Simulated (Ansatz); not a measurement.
## H under pressure

Method: Ansatz, DFT r2SCAN, scalar-relativistic, plane waves, PAW. Run with 500 eV cutoff, 10×10×10 k-mesh, Gaussian smearing of 0.02 eV, no spin polarisation.

Reference structure (relaxed):

```yaml
crystal:
  lattice:
    - [-1.82493, 1.82493, 2.34021]
    - [1.82493, -1.82493, 2.34021]
    - [1.82493, 1.82493, -2.34021]
  atoms:
    - { symbol: H, position: [0.92075, 0.92075, 0.00000] }
    - { symbol: H, position: [0.07925, 0.07925, 0.00000] }
```

Cell and atoms are relaxed at each pressure within the symmetry of the start, at zero temperature, so transitions that lower the symmetry aren't seen. The k-mesh given is that at zero pressure and may differ at others. a, b and c are the lengths of the cell vectors above. Gaps are generalised Kohn–Sham gaps over the whole zone.

```csv
P (GPa),V (Å³/atom),V/V0,a (Å),b (Å),c (Å)
0,15.59,1.000,3.484,3.484,3.484
3,7.08,0.454,2.705,2.705,2.705
8,5.49,0.352,2.489,2.489,2.489
15,4.56,0.293,2.343,2.343,2.343
30,3.66,0.235,2.179,2.179,2.179
60,2.87,0.184,2.012,2.012,2.012
```

(1) What bulk modulus and pressure derivative fit these points?

(2) What does pressure do to the gap?

Results:

(1) A third-order Birch–Murnaghan fit gives B0 = 1 GPa and B0' = 4.4.

(2) The gaps are 10.29 eV at 0 GPa, 8.66 eV at 3 GPa, 7.83 eV at 8 GPa, 7.12 eV at 15 GPa, 6.09 eV at 30 GPa, 4.66 eV at 60 GPa.